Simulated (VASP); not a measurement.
BeTe:

```
Te Be
1.0
     0.00000    2.77000    2.77000
     2.77000    0.00000    2.77000
     2.77000    2.77000    0.00000
Te Be
1 1
Direct
  0.75000 0.75000 0.75000
  0.00000 0.00000 0.00000
```

| Property | Result |
| --- | --- |
| Program | VASP 6.6.1 |
| Task | relaxation of cell and atoms |
| Functional | PBE |
| Potentials or basis | VASP PAW PBE potentials, release 64 (Te, Be_sv) |
| Cutoff | 600 eV |
| k mesh | 8 × 8 × 8 |
| Occupations | fermi-dirac, width 0.05 eV |
| Spin | no spin polarisation |

At the start: pressure 4.4 GPa; volume 21.25 Å³/atom.

How do energy, volume and symmetry change on relaxing?

Over 3 steps the energy falls by 19.7 meV/atom and the volume is 22.75 Å³/atom (+7.1 %); space group F-43m (No. 216, to 0.05 Å).

The path:
```
step  energy change (eV)  largest force (eV/Å)  pressure (GPa)  volume (Å³)
   1              0.0000                0.0000            4.45        42.51
   2             -0.0374                0.0000           -0.87        46.24
   3             -0.0394                0.0000            0.02        45.51
```

Final structure:
```xyz
2
Lattice="0.0000 2.8336 2.8336 2.8336 0.0000 2.8336 2.8336 2.8336 0.0000" Properties=species:S:1:pos:R:3 pbc="T T T"
Te    4.2504    4.2504    4.2504
Be    0.0000    0.0000    0.0000
```
